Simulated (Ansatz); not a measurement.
Crystal: CuO.

```
CELL_PARAMETERS angstrom
2.34185 -1.71130 0.00000
-1.49182 -1.71130 -5.05787
2.34185 5.13390 0.00000
ATOMIC_POSITIONS crystal
Cu 0.32133 0.95658 0.29054
Cu 0.67867 0.04342 0.70946
Cu 0.32256 0.52186 0.68365
Cu 0.67744 0.47814 0.31635
O 0.41767 0.70732 0.00990
O 0.41393 0.79268 0.65850
O 0.22494 0.34817 0.07342
O 0.94346 0.15183 0.25818
```

The cell isn't the ideal one: a zone-boundary wave of random shape, sigma 0.4 Å.

Base run:

* Program: Ansatz 0.2.0
* Functional: LDA
* Potentials or basis: Ansatz PAW
* Cutoff: 420 eV (not typed: the program's choice for these potentials)
* k mesh: 9 × 5 × 5
* Occupations: fermi-dirac, width 0.05 eV
* Spin: no spin polarisation
* Hubbard terms: Cu d U = 6 eV

Its results: band gap on the k mesh none (metal or under the smearing width); pressure 43.2 GPa; largest force 15.939 eV/Å.

Question: After a change of settings the same cell gave: band gap on the k mesh none (metal or under the smearing width); pressure 41.8 GPa; largest force 15.579 eV/Å. Which change was it?
A. hubbard terms from Cu d U = 6 eV to Cu d U = 8 eV
B. hubbard terms from Cu d U = 6 eV to Cu d U = 4 eV
C. hubbard terms from Cu d U = 6 eV to none; hubbard projectors from ortho-atomic (the default) to none

Answer: B.

Caveats: a pressure of tens of GPa on the cell as given is suspect, and the run, the potentials or the cell itself is likely at fault; the run has no spin polarisation, though such a crystal can be magnetic; U without spin polarisation on a metal has little footing; the PAW data sets come from PBE, with cores solved anew for the run's functional, which leaves a small shift of forces and pressure; forces of over 1 eV/Å show positions far from the minimum, so gaps and moduli don't describe the material at rest.
